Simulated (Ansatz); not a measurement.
## Rh under changes of volume

One of the cells (14.302 Å³/atom); the others are scaled copies at fixed shape and fractional positions:

```
Rh
1.0
     2.73098    0.00000    0.00000
    -1.36549    2.36510    0.00000
     0.00000    0.00000    4.42849
Rh
2
Cartesian
  0.0000 1.5767 1.1071
  1.3655 0.7884 3.3214
```

This isn't the form of Rh at room conditions, which is fcc.

```yaml
Program: Ansatz 0.2.0
Functional: PBE
Potentials_or_basis: Ansatz PAW
Cutoff: "420 eV (not typed: the program's choice for these potentials)"
k_mesh: 11 × 11 × 6
Occupations: fermi-dirac, width 0.05 eV
Spin: no spin polarisation
```

```csv
volume (Å³/atom),energy over the lowest point (meV/atom),pressure (GPa)
13.444,25.96,13.8
13.730,7.55,7.3
14.016,0.00,1.6
14.302,2.03,-3.5
14.588,?,?
14.874,30.45,-11.8
15.160,54.94,-15.2
```

Q: What does the run at 14.588 Å³/atom give?

A: Energy over the lowest point 12.51 meV/atom; pressure -7.9 GPa.

Worked out: A Birch-Murnaghan fit of order 3 (a polynomial in V^(-2/3)) to the other rows has its minimum at 14.09 Å³/atom with B0 = V·E''(V) = 255 GPa and B' = 5.2 at fixed shape and positions, which overstates the stiffness. It gives 12.52 meV/atom at 14.588 Å³/atom, against the run's 12.51, and -dE/dV = -8.0 GPa, against -7.9.

Energies are extrapolated to zero smearing.
